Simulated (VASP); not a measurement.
Crystal: Ge.

```
CELL_PARAMETERS angstrom
0.00000 2.82891 2.82891
2.82891 0.00000 2.82891
2.82891 2.82891 0.00000
ATOMIC_POSITIONS crystal
Ge 0.75000 0.75000 0.75000
Ge 0.50000 0.50000 0.50000
```

| Property | Result |
| --- | --- |
| Program | VASP 6.6.1 |
| Task | relaxation of cell and atoms |
| Functional | PBE |
| Dispersion | D3(BJ) |
| Potentials or basis | VASP PAW PBE potentials, release 64 (Ge_d) |
| Cutoff | 600 eV |
| k mesh | 8 × 8 × 8 |
| Occupations | fermi-dirac, width 0.05 eV |
| Spin | no spin polarisation |

At the start: pressure 1.4 GPa; volume 22.64 Å³/atom.

Q: Where does the relaxation end?

A: Over 4 steps the energy falls by 2.3 meV/atom and the volume is 23.15 Å³/atom (+2.2 %); space group Fd-3m (No. 227, to 0.05 Å).

Step by step:
```csv
step,energy change (eV),largest force (eV/Å),pressure (GPa),volume (Å³)
1,0.0000,0.0000,1.40,45.28
2,-0.0041,0.0000,-0.08,46.59
3,-0.0044,0.0000,-0.18,46.43
4,-0.0045,0.0000,0.00,46.29
```

Final structure:
```xyz
2
Lattice="0.0000 2.8499 2.8499 2.8499 0.0000 2.8499 2.8499 2.8499 0.0000" Properties=species:S:1:pos:R:3 pbc="T T T"
Ge    4.2748    4.2748    4.2748
Ge    2.8499    2.8499    2.8499
```

The cell as given is a measured one (22.64 Å³/atom); PBE+D3(BJ) puts the equilibrium volume +2.2 % from it, thermal expansion not counted.

Caveat: pairwise dispersion overbinds metals, which lowers pressure and volume.
